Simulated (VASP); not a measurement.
The system is HfSiO4.

```
Hf Si O
1.0
     4.36172    0.00000    0.00000
     0.00000    4.36172    0.00000
     0.00000    0.00000    3.94012
Hf Si O
1 1 4
Direct
  0.50000 0.50000 0.50000
  0.00000 0.00000 0.00000
  0.00000 0.72982 0.50000
  0.00000 0.27018 0.50000
  0.27018 0.00000 0.50000
  0.72982 0.00000 0.50000
```

The cell was built by a generator and needn't be a form met in nature.

```yaml
Program: VASP 6.6.1
Task: relaxation of cell and atoms
Functional: PBE
Potentials_or_basis: VASP PAW PBE potentials, release 64 (Hf_pv, Si, O)
Cutoff: 520 eV
k_mesh: 3 × 3 × 4
Occupations: gaussian, width 0.15 eV
Spin: no spin polarisation
```

At the start: pressure 23.0 GPa; volume 12.49 Å³/atom.

Where does the relaxation end?

Over 24 steps the energy falls by 1178.2 meV/atom and the volume is 10.35 Å³/atom (-17.1 %); space group P4/mmm (No. 123, to 0.05 Å).

The path:
| step | energy change (eV) | largest force (eV/Å) | pressure (GPa) | volume (Å³) |
| --- | --- | --- | --- | --- |
| 1 | 0.0000 | 6.2290 | 23.01 | 74.96 |
| 2 | -3.6605 | 1.1405 | -17.58 | 95.70 |
| 3 | -3.7703 | 1.4742 | -13.67 | 90.76 |
| 4 | -4.5076 | 2.3481 | 3.07 | 79.03 |
| 5 | -4.6464 | 0.5969 | -2.39 | 81.70 |
| 6 | -4.8734 | 0.0527 | -1.24 | 78.38 |
| 7 | -5.1205 | 0.2928 | 0.60 | 73.64 |
| 8 | -5.4753 | 1.6699 | 8.27 | 64.03 |
| 9 | 4.0248 | 1.7420 | 146.42 | 44.28 |
| 10 | -5.5628 | 2.1898 | 8.93 | 62.94 |
| 11 | -5.4660 | 3.6781 | 30.29 | 53.69 |
| 12 | -5.8379 | 2.8857 | 11.47 | 60.00 |
| 13 | -5.9051 | 3.6554 | 17.86 | 56.85 |
| 14 | -5.9517 | 3.6339 | 18.07 | 56.56 |
| 15 | -6.0308 | 3.3413 | 19.92 | 55.67 |
| 16 | -6.1078 | 3.2103 | 19.34 | 55.88 |
| 17 | -6.3192 | 2.8070 | 16.65 | 56.50 |
| 18 | -6.6571 | 2.0228 | 11.60 | 57.76 |
| 19 | -7.0234 | 0.5417 | 4.82 | 60.33 |
| 20 | -7.0617 | 0.2007 | 2.38 | 61.55 |
| 21 | -7.0615 | 0.1336 | 2.55 | 61.43 |
| 22 | -7.0657 | 0.0559 | 1.86 | 61.63 |
| 23 | -7.0690 | 0.0949 | 0.42 | 62.04 |
| 24 | -7.0694 | 0.0690 | 0.33 | 62.11 |

Final structure:
```
CELL_PARAMETERS angstrom
4.89392 0.00000 0.00000
0.00000 4.89392 0.00000
0.00000 0.00000 2.59310
ATOMIC_POSITIONS crystal
Hf 0.50000 0.50000 0.50000
Si 0.00000 0.00000 0.00000
O 0.00000 0.70362 0.50000
O 0.00000 0.29638 0.50000
O 0.29638 0.00000 0.50000
O 0.70362 0.00000 0.50000
```

Caveat: the k mesh is coarse (spacing up to 0.48 Å⁻¹), so the values aren't converged; the volume moved by over 15 % at a fixed basis, so the end points are rough.
